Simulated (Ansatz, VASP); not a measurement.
# MgO: VASP beside Ansatz

INCAR

```
SYSTEM = MgO
ALGO = Normal ; EDIFF = 1E-6
ENCUT = 520 ; GGA = PE
ISIF = 2 ; ISMEAR = 0
LASPH = .True. ; LCHARG = .False.
LREAL = .False. ; LWAVE = .False.
NBANDS = 16 ; NELM = 100
PREC = Accurate ; SIGMA = 0.05
```

File KPOINTS:

```
k-points
0
Gamma
  9 9 6
  0 0 0
```

POSCAR

```
MgO
1.0
    3.4919221997      0.0000000000      0.0000000000
   -1.7459610999      3.0240933330      0.0000000000
    0.0000000000      0.0000000000      4.4712249954
Mg O
2 2
Direct
    0.3333333333      0.6666666667      0.0021597400
    0.6666666667      0.3333333333      0.5021597400
    0.3333333333      0.6666666667      0.4024402600
    0.6666666667      0.3333333333      0.9024402600
```

Input for Ansatz:

```yaml
crystal:
  lattice:
    - [3.4919221997, 0.0, 0.0]
    - [-1.7459610999, 3.024093333, 0.0]
    - [0.0, 0.0, 4.4712249954]
  atoms:
    - { symbol: Mg, position: [0.3333333333, 0.6666666667, 0.00215974] }
    - { symbol: Mg, position: [0.6666666667, 0.3333333333, 0.50215974] }
    - { symbol: O, position: [0.3333333333, 0.6666666667, 0.40244026] }
    - { symbol: O, position: [0.6666666667, 0.3333333333, 0.90244026] }
basis:
  ecutwfc: 420
kpoints:
  mp_grid: { grid: [9, 9, 6] }
hamiltonian:
  xc: pbe
scf:
  occupations: { method: gaussian, width: 0.05 }
output:
  forces: true
  stress: true
  eigenvalues: true
```

Alike in both runs: task single point; functional PBE; k mesh 9 × 9 × 6; occupations gaussian, width 0.05 eV; no spin polarisation.

|  | VASP | Ansatz |
| --- | --- | --- |
| version | VASP 6.6.1 | Ansatz 0.2.0 |
| potentials or method | VASP PAW PBE potentials, release 64 (Mg, O) | scalar-relativistic, plane waves, PAW |
| plane-wave cutoff (eV) | 520 | 420 |
| valence electrons in the cell | 16 | 32 |

|  | VASP | Ansatz | Ansatz less VASP |
| --- | --- | --- | --- |
| gap on the k mesh at the Fermi level (eV) | 3.29 | 3.31 | +0.015 |
| least direct gap on the mesh (eV) | 3.29 | 3.31 | +0.015 |
| pressure (GPa) | 6.3 | 6.5 | +0.27 |
| largest component of the traceless stress (GPa) | 25.34 | 24.93 | -0.412 |
| rms of the force components (eV/Å) | 1.614 | 1.585 | -0.0290 |

Atom by atom the forces differ by 0.029 eV/Å (rms over components). The two sets of potentials don't hold the same shells in valence.

Caveats: an odd mesh through Γ misses points on the zone boundary, where band edges often lie; forces of over 1 eV/Å show positions far from the minimum, so gaps and moduli don't describe the material at rest.
